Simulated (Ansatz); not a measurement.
# AlNi (C2/m) in Ansatz: single point with PBE

Aim: the single point of AlNi with PBE.

All numbers are computed with Ansatz 0.2.0; they aren't measurements. Logs are shortened: lines on timing, memory, paths and dates and some standing lists are left out, and cuts for length are marked.

### 1 The crystal as given

The structure is monoclinic, space group C2/m (No. 12). Conventional cell: a = 4.601 Å, b = 2.789 Å, c = 4.111 Å, α = 90.00°, β = 109.27°, γ = 90.00°. Ni (site symmetry 2/m) is surrounded by 6 Al at 2.48 to 2.53 Å and 6 Ni at 2.69 to 2.79 Å. Al (site symmetry 2/m) is surrounded by 6 Ni at 2.48 to 2.53 Å and 6 Al at 2.69 to 2.79 Å.

The cell comes from a database or a generator and needn't be the stable form of this composition.

### 2 Single point, PBE, collinear spin, ferromagnetic start

input.yaml reads:

```yaml
crystal:
  lattice:
    - [2.300681, -1.39468, 0.0]
    - [2.300681, 1.39468, 0.0]
    - [-1.356451, 0.0, 3.880838]
  atoms:
    - { symbol: Ni, position: [0.5, 0.5, 0.5], spin: 2.5 }
    - { symbol: Al, position: [0.0, 0.0, 0.0] }
hamiltonian:
  xc: pbe
  pseudopotentials: { kind: paw }
magnetization:
  spin_polarized: true
kpoints:
  mp_grid: { grid: [11, 11, 7] }
scf:
  occupations: { method: fermi_dirac, width: 0.05 }
output:
  forces: true
  stress: true
  eigenvalues: true
```

Potentials or basis: Ansatz PAW.

On the command line:

```
> ansatz run input.yaml --threads 2 --pin off --max-ram 5120MiB --backend cpu --events-out ev --progress --plain --runs-dir out
```

The program printed:

```text
Warning: where an SCF of this run starts from atoms to list the orders of its open shells, Ni (site 0, from 0) starts with 2.00 μB on its 3d shell, in the place of the 2.50 μB that the deck gives it: its open shells can hold no more by Hund's first rule. To start from spheres of the given moment, type scf.initial_density.shell_occupations: []
Warning: RAYON_NUM_THREADS=2 ignored (pool sized by the plan → 2); use --threads N
Engine: ansatz 0.2.0, x86_64-unknown-linux-gnu
Pseudopotentials: kind: paw
Pseudopotential: Ni, paw, valence charge 18, recommended cutoff 420 eV (normal), Ni.paw.azcp
Pseudopotential: Al, paw, valence charge 3, recommended cutoff 420 eV (normal), Al.paw.azcp
Functional definition: PBE
  parameter kappa = 0.804
  parameter beta = 0.06672455060314922
  exchange = pbe_x(kappa = kappa, mu = beta*pi^2/3)
  correlation = pbe_c(beta = beta)
Crystal: 2 atoms, lattice volume = 24.905 Å³
Basis set: ecut = 420 eV, 495 PW (Γ), exchange–correlation on 36×36×60 points (8 copies of the dense FFT grid, shifted against one another)
Bands: 16, of which v1, the nominal top of the filled ones, is band 11 counted from 1 (10 counted from 0)
Symmetry: 4 space group operations
Space group: C2/m (ITA 12), of the structure as read, at distance tolerance 2.9e-5 Å
Magnetic group: BNS 12.58 (UNI 65), of the structure as read, at distance tolerance 2.9e-5 Å
k-points: 234 of 847
Non-local potential: Ni, projectors of the file, l = 0: 3, l = 1: 2, l = 2: 3, l = 3: 1
Non-local potential: Al, projectors of the file, l = 0: 2, l = 1: 2, l = 2: 1
PAW form: soft (Blöchl's): semilocal exchange-correlation on the pseudo side does not see the compensation charge
PAW one-centre angular grid: Ni, 590 points (default); XC on 64 Gauss nodes
PAW one-centre angular grid: Al, 110 points (default); XC on 64 Gauss nodes
Initial density: superposition of atomic densities (chi_scale 0.1, normalization cell)
Starting moments: Σ|m| = 2.5 μB on 1 of 2 sites
Initial wavefunctions: pseudopotential atomic-orbital guess
Functional: x = pbe(κ = 0.804, μ = 0.2195149727645171), c = pbe(β = 0.06672455060314922)
iter 1 solved again at ethr=2.71e-3 eV; its pass at ethr=3.10e-3 eV (dr2=5.70e-1 eV) is discarded
SCF iter   1: F=—  HF=-6377.378095 eV  |F-HF|=—  |Δ(HF+E_count)|=         —  Δρ=1.76e-1 (↑1.76e-1 ↓1.27e-1)  dr2=5.70e-1  dr2_m=5.14e0  M=0.305 μB ∫|m|=0.421 μB  β_m=0.30  ethr=2.71e-3  ⟨swp⟩=1.0  Hψ=44829  notcnv=0
Mixer restart at iter 1: flushing history
preconditioner: auto → none  [metal: Δε(μ)=0.007 eV  Ē_g=9.990 eV  σ=0.050 eV  W_gap=0.04  n_scr=2 (ndim 8)  ℏωp=26.8 eV  f_vac=0.000  D(μ)=1.53/eV (n_scr^D=16)  sad-step TF]
SCF iter   2: F=—  HF=-6377.099875 eV  |F-HF|=—  |Δ(HF+E_count)|=   2.78e-1  Δρ=1.39e-1 (↑1.03e-1 ↓1.39e-1)  dr2=4.24e-1  dr2_m=3.30e0  M=0.187 μB ∫|m|=0.259 μB  β_m=0.65  ethr=2.71e-3  ⟨swp⟩=2.6  Hψ=12449  notcnv=0  defer=1
SCF iter   3: F=—  HF=-6379.275878 eV  |F-HF|=—  |Δ(HF+E_count)|=    2.18e0  Δρ=1.27e-1 (↑1.27e-1 ↓5.89e-2)  dr2=6.05e0  dr2_m=2.85e-1  M=0.161 μB ∫|m|=0.235 μB  β_m=0.57  ethr=2.02e-3  ⟨swp⟩=3.6  Hψ=20909  notcnv=0  defer=417
SCF iter   4: F=—  HF=-6378.039177 eV  |F-HF|=—  |Δ(HF+E_count)|=    1.24e0  Δρ=1.11e-2 (↑1.11e-2 ↓7.16e-3)  dr2=5.49e-2  dr2_m=2.38e-3  M=-0.004 μB ∫|m|=0.017 μB  β_m=0.68  ethr=2.02e-3  ⟨swp⟩=2.9  Hψ=18672  notcnv=0  defer=420
SCF iter   5: F=—  HF=-6378.039299 eV  |F-HF|=—  |Δ(HF+E_count)|=   1.22e-4  Δρ=9.72e-3 (↑4.42e-3 ↓9.72e-3)  dr2=3.27e-2  dr2_m=1.72e-3  M=0.001 μB ∫|m|=0.014 μB  β_m=0.82  ethr=2.61e-4  ⟨swp⟩=2.0  Hψ=12823  notcnv=0  defer=429
SCF iter   6: F=—  HF=-6378.038709 eV  |F-HF|=—  |Δ(HF+E_count)|=   5.90e-4  Δρ=1.36e-3 (↑1.36e-3 ↓9.29e-4)  dr2=1.99e-4  dr2_m=2.73e-4  M=0.000 μB ∫|m|=0.005 μB  β_m=0.72  ethr=1.56e-4  ⟨swp⟩=2.2  Hψ=11531  notcnv=0  defer=445
SCF iter   7: F=—  HF=-6378.038633 eV  |F-HF|=—  |Δ(HF+E_count)|=   7.66e-5  Δρ=4.20e-4 (↑4.20e-4 ↓2.32e-4)  dr2=5.79e-5  dr2_m=9.72e-6  M=-0.000 μB ∫|m|=0.002 μB  β_m=0.84  ethr=9.47e-7  ⟨swp⟩=2.0  Hψ=10708  notcnv=0  defer=445
SCF iter   8: F=—  HF=-6378.038642 eV  |F-HF|=—  |Δ(HF+E_count)|=   9.20e-6  Δρ=8.39e-5 (↑8.39e-5 ↓5.31e-5)  dr2=3.37e-6  dr2_m=1.49e-7  M=-0.000 μB ∫|m|=0.000 μB  β_m=0.92  ethr=2.76e-7  ⟨swp⟩=2.0  Hψ=9504  notcnv=0  defer=445
SCF iter   9: F=—  HF=-6378.038642 eV  |F-HF|=—  |Δ(HF+E_count)|=   1.85e-7  Δρ=1.65e-5 (↑1.65e-5 ↓5.50e-6)  dr2=7.25e-8  dr2_m=1.21e-8  M=-0.000 μB ∫|m|=0.000 μB  β_m=0.96  ethr=1.61e-8  ⟨swp⟩=1.7  Hψ=9138  notcnv=0  defer=445
SCF iter  10: F=—  HF=-6378.038642 eV  |F-HF|=—  |Δ(HF+E_count)|=   1.83e-8  Δρ=6.30e-6 (↑6.30e-6 ↓5.21e-6)  dr2=2.58e-8  dr2_m=2.97e-10  M=-0.000 μB ∫|m|=0.000 μB  β_m=0.96  ethr=3.45e-10  ⟨swp⟩=2.0  Hψ=10032  notcnv=0  defer=445
SCF iter  11: F=—  HF=-6378.038642 eV  |F-HF|=—  |Δ(HF+E_count)|=   2.30e-9  Δρ=2.17e-7 (↑2.17e-7 ↓2.14e-7)  dr2=7.86e-12  dr2_m=1.80e-12  M=-0.000 μB ∫|m|=0.000 μB  β_m=0.90  ethr=1.23e-10  ⟨swp⟩=2.3  Hψ=9694  notcnv=0  defer=445
SCF iter  12: F=-6378.038642 eV  HF=-6378.038642 eV  |F-HF|=3.64e-12  |Δ(HF+E_count)|=  5.46e-12  Δρ=1.14e-7 (↑1.13e-7 ↓1.14e-7)  dr2=6.50e-12  dr2_m=1.84e-13  M=-0.000 μB ∫|m|=0.000 μB  ethr=1.00e-12  ⟨swp⟩=6.4  Hψ=25479  notcnv=0
SCF 1 converged in 12 iterations: F = -6378.038642 eV  dr2 = 6.50e-12
WARN: the starting moments were not kept: the SCF closed with an absolute magnetisation of 4.3e-7 μB, where they sum to 2.5 μB in size (1 site). That is at most 0.1 of that sum. Measured as dr2_m measures the in/out step, that magnetisation stands 4.0e-14 eV from none, at or under the dr2_threshold of 1.0e-7 eV: it is no larger than a step whose dr2_m would equal this threshold. The system may hold no moment; this SCF shows only that its start led to no more than that. To try another start: raise the starting moments (crystal.atoms[].spin, magnetization.per_species, magnetization.initial_magnetization, or on a non-collinear deck that types none of these the spinor_matrix: blocks that start its atoms; where the total moment is fixed, keep their sum and leave initial_magnetization as it is; typed ones take the place of any that the run laid by itself, positive ones on a crystal's lanthanoids without a Hubbard term where scf.initial_density.shell_occupations: [] is typed) or, if the notice of its spin-set hold's release reads "site moments contracting" or "site moments show no strong build", lengthen the hold (scf.mixing.spin_hold: { on: { confirm: 4 } }; for m-r²SCAN on two components see the key's manual first). Each may lead to a state that holds a moment. A second SCF, from the converged charge density, with the starting moments and any scf.initial_density.shell_occupations laid on it anew, would have followed, and was not run: the deck does not ask for one (magnetization.retry_lost_moments is false, the default). To let it run, set magnetization.retry_lost_moments: true and run the deck again, where that key's refused combinations let it; where memory then withholds it, that run's warning says so.
SCF converged after 12 iterations
Magnetization: -0.0000 μB (10.5000 up, 10.5000 down)
Absolute magnetization: 0.0000 μB (∫|ρ↑−ρ↓|, with the PAW one-centre terms)
Spin contamination: 0.0000 ħ² per cell (⟨S²⟩ above its minimum at these occupations)
Per-site moments (μB) at R_I (Å): [(1.1321636332661323e-8, 1.0246576410865735), (-4.905606627523415e-8, 1.0246576410865735)]
Free energy (F): -6378.038642 eV
Harris-Foulkes:  -6378.038642 eV  (|F-HF|=3.64e-12)
Internal energy: -6378.031131 eV  (E = F + TS)
E sigma→0 (E₀):  -6378.034886 eV
Entropy (-TS):   -0.007512 eV (-3.756 meV/atom)
Fermi energy:    13.141498 eV
--- Per-component energies (eV) ---
  E_band       = -348.258457
  E_kinetic    = 309.390903
  E_local      = -4691.457078  (includes V_loc(G=0)·N_el)
  E_nonlocal   = 647.942541
  E_hartree    = 2029.979649
  E_xc         = -125.639242
  E_vxc        = -139.737388  (∫ρ·V_xc dr)
  E_paw        = -2100.054961  (= ΣΔE_a)
  E_vpaw       = -534.357466  (= ΣTr[D̂ρ^β])
  E_aug_tail   = 0.000519  (compensation charges beyond the density's cutoff)
  E_ewald      = -2448.193461
  E_smearing   = -0.007512  (= −TS)
  E_closure    = -0.000000  (closes the sum)
  Σ components = -6378.038642   (vs F -6378.038642, Δ=0.00e0)
--- Forces (eV/Å), atoms counted from 1 ---
  atom   1  Ni     0.00000000     0.00000000     0.00000000
  atom   2  Al     0.00000000     0.00000000    -0.00000000
  max |Σ_I F_I| component: 2.52e-29 eV/Å
--- Stress (GPa, compression-positive) ---
        2.736435      -0.000000      -0.762364
       -0.000000       0.742283      -0.000000
       -0.762364      -0.000000       2.275450
  P = ⅓ Tr σ = 1.9181 GPa (19.181 kbar)
--- Band table (eV; the first three rows and the last of 468) ---
  k-point 0 ↑: bands = ["-89.9494", "-50.5495", "-50.2361", "-50.2128", "2.2657", "9.5239", "11.3001", "11.4269", "11.5999", "11.7804", "11.9092", "15.8589", "26.6496", "27.0399", "27.9837", "28.1785"]
  k-point 1 ↑: bands = ["-89.9494", "-50.5496", "-50.2361", "-50.2128", "2.4631", "8.9147", "11.0680", "11.2999", "11.5997", "11.7899", "11.9198", "17.1107", "26.3251", "27.3448", "27.6934", "28.3415"]
  k-point 2 ↑: bands = ["-89.9493", "-50.5498", "-50.2361", "-50.2128", "3.0302", "7.4574", "10.8250", "11.2991", "11.5980", "11.8118", "11.9439", "19.6348", "25.9203", "27.2657", "27.6966", "28.4988"]
  k-point 233 ↓: bands = ["-89.9418", "-50.5410", "-50.2798", "-50.2581", "8.2294", "9.5636", "10.0964", "10.9241", "11.2498", "12.7401", "13.5529", "15.5895", "18.7340", "19.8410", "22.3728", "23.0711"]
```

It took 10 s on 2 threads of Intel Xeon at 2.70GHz, shared host; peak memory 0.46 GiB.

Results:

* Free energy: -6378.0386 eV
* Pressure: 1.9 GPa
* Band gap on the k mesh: none (metal or under the smearing width)
* Net moment: 0.00 μB per cell
* Absolute moment: 0.00 μB per cell

Stress tensor (GPa, compression positive):
```
 2.74  0.00 -0.76
 0.00  0.74  0.00
-0.76  0.00  2.28
```

Caveat: the starting moments collapsed, and a magnetic state may lie lower; the starting moments weren't kept.
